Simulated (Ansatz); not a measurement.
Wanted: the native input for an Ansatz 0.2.0 run.

| Quantity | Value |
| --- | --- |
| Task | dielectric tensor |
| Functional | PBE |
| Potentials or basis | all-electron PAW datasets made for the crystal |
| Cutoff | 310 eV (chosen from the basis error) |
| k mesh | 10 × 10 × 10 |
| Occupations | fixed |
| Spin | no spin polarisation |

The system is BP.

```
CELL_PARAMETERS angstrom
0.00000 2.26900 2.26900
2.26900 0.00000 2.26900
2.26900 2.26900 0.00000
ATOMIC_POSITIONS crystal
P 0.75000 0.75000 0.75000
B 0.00000 0.00000 0.00000
```

The input as run:

input.yaml

```yaml
crystal:
  lattice:
    - [0.0, 2.269, 2.269]
    - [2.269, 0.0, 2.269]
    - [2.269, 2.269, 0.0]
  atoms:
    - { symbol: P, position: [0.75, 0.75, 0.75] }
    - { symbol: B, position: [0.0, 0.0, 0.0] }
kpoints:
  mp_grid: { grid: [10, 10, 10] }
scf:
  occupations: { method: fixed }
hamiltonian:
  xc: pbe
  pseudopotentials: { kind: all_electron, datasets: crystal }
output: {}
dielectric: {}
```

Potentials or basis: all-electron PAW datasets made for the crystal.

Launch:

```console
$ ansatz run input.yaml --threads 1 --pin off --max-ram 3072MiB --backend cpu --events-out ev --progress --plain --runs-dir out
```

Results of the run:

| Item | Value |
| --- | --- |
| Band gap on the k mesh | 1.25 eV, indirect (least direct gap 3.41 eV) |
| Electronic dielectric tensor (diagonal) | 9.11 |
| Born charges (mean of the diagonal) | P +0.51; B -0.51 e |

Run time: 48 s on 1 thread of Arm Neoverse V1, on a shared host, peak memory 0.74 GiB.
